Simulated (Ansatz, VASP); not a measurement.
**Two plane-wave programs on ZnSe2**

```
Zn Se
1.0
     6.23922    0.00000    0.00000
     0.00000    6.23922    0.00000
     0.00000    0.00000    6.23922
Zn Se
4 8
Direct
  0.50000 0.50000 0.00000
  0.50000 0.00000 0.50000
  0.00000 0.50000 0.50000
  0.00000 0.00000 0.00000
  0.10996 0.89004 0.39004
  0.89004 0.39004 0.10996
  0.39004 0.10996 0.89004
  0.60996 0.60996 0.60996
  0.89004 0.10996 0.60996
  0.10996 0.60996 0.89004
  0.60996 0.89004 0.10996
  0.39004 0.39004 0.39004
```

Alike in both runs: functional PBEsol; k mesh 4 × 4 × 4; occupations gaussian, width 0.02 eV; no spin polarisation.

Ansatz relaxed the structure, and its values are those at the end. VASP's run is a single point on that final structure, the one shown.

|  | VASP | Ansatz |
| --- | --- | --- |
| version | VASP 6.6.1 | Ansatz 0.2.0 |
| potentials or method | VASP PAW PBE potentials, release 64 (Zn, Se) | scalar-relativistic, plane waves, PAW |
| plane-wave cutoff (eV) | 520 | 420 |
| valence electrons in the cell | 96 | 176 |

Ansatz gave:

```
gap on the k mesh at the Fermi level (eV) : 0.72
least direct gap on the mesh (eV)         : 0.84
pressure (GPa)                            : 0.0
rms of the force components (eV/Å)        : 0.000
```

Task: Estimate VASP's values.

Result: gap on the k mesh at the Fermi level (eV): 0.72; least direct gap on the mesh (eV): 0.84; pressure (GPa): 0.3; rms of the force components (eV/Å): 0.012.

The two sets of potentials don't hold the same shells in valence.

Caveats: the PAW data sets were made with another functional, which shifts forces and pressure a little (VASP). A hybrid or GW would open this gap; PBEsol tends to underestimate it. A k mesh can miss the band edges.
